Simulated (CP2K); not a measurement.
Runs of CP2K 2026.2 on CuO (Tenorite). Symmetry: C2/c, No. 15, monoclinic system. Conventional cell: a = 4.684 Å, b = 3.423 Å, c = 5.129 Å, α = 90.00°, β = 99.54°, γ = 90.00°. Cu (site symmetry -1) is surrounded by 4 O at 1.95 to 1.96 Å. O (site symmetry 2) is surrounded by 4 Cu at 1.95 to 1.96 Å. 

| level | potentials or basis | smearing | EPS_DEFAULT | NGRIDS | points a segment of the path (NPOINTS) | bands added on the path | CUTOFF of the grids | gap on the mesh (eV) | pressure (GPa) | largest force (eV/Å) |
| --- | --- | --- | --- | --- | --- | --- | --- | --- | --- | --- |
| TB-mBJ | POTENTIAL_UZH Cu GTH-PBE-q11, O GTH-PBE-q6; TZVP-MOLOPT-PBE-GTH basis | fermi-dirac 0.1 eV | 1.0E-10 | 5 | 6 | 2 | 850 Ry | none | - | - |
| PBEsol | POTENTIAL_UZH Cu GTH-PBE-q11, O GTH-PBE-q6; TZVP-MOLOPT-PBE-GTH basis | fermi-dirac 0.01 eV | 1.0E-10 | 4 | 6 | 6 | 600 Ry | none | 1.1 | (b) |
| r2SCAN | POTENTIAL_UZH Cu GTH-SCAN-q11, O GTH-SCAN-q6; TZVP-MOLOPT-SCAN-GTH basis | fermi-dirac 0.0259 eV | 1.0E-10 | 4 | 8 | 4 | 850 Ry | none | 1.0 | 0.30 |
| PBE | POTENTIAL_UZH Cu GTH-PBE-q11, O GTH-PBE-q6; TZVP-MOLOPT-PBE-GTH basis | fermi-dirac 0.05 eV | 1.0E-10 | 4 | 10 | 6 | 600 Ry | none | (a) | 0.25 |
| LDA | GTH_POTENTIALS Cu GTH-PADE-q11, O GTH-PADE-q6; TZVP-MOLOPT-PBE-GTH basis | fermi-dirac 0.05 eV | 1.0E-9 | 4 | 6 | 4 | 600 Ry | none | -6.1 | 0.36 |

Alike in all rows: task band structure; no spin polarisation; cell as given; k mesh 10 × 10 × 5.

Question: Estimate the missing entries.

Answer: (a) 8.9; (b) 0.35.

Caveats: the basis of atomic orbitals isn't converged, which shifts pressures, moduli and gaps; the run has no spin polarisation, though such a crystal can be magnetic; semilocal functionals often make such compounds metallic where correlation or magnetic order opens a gap, which also shifts bond lengths; the potentials were made for another functional, which shifts forces and pressure (some runs); this is a model potential without an energy functional, so only levels have meaning (some runs).

A gap of «none» marks a metal or a gap under the smearing width.
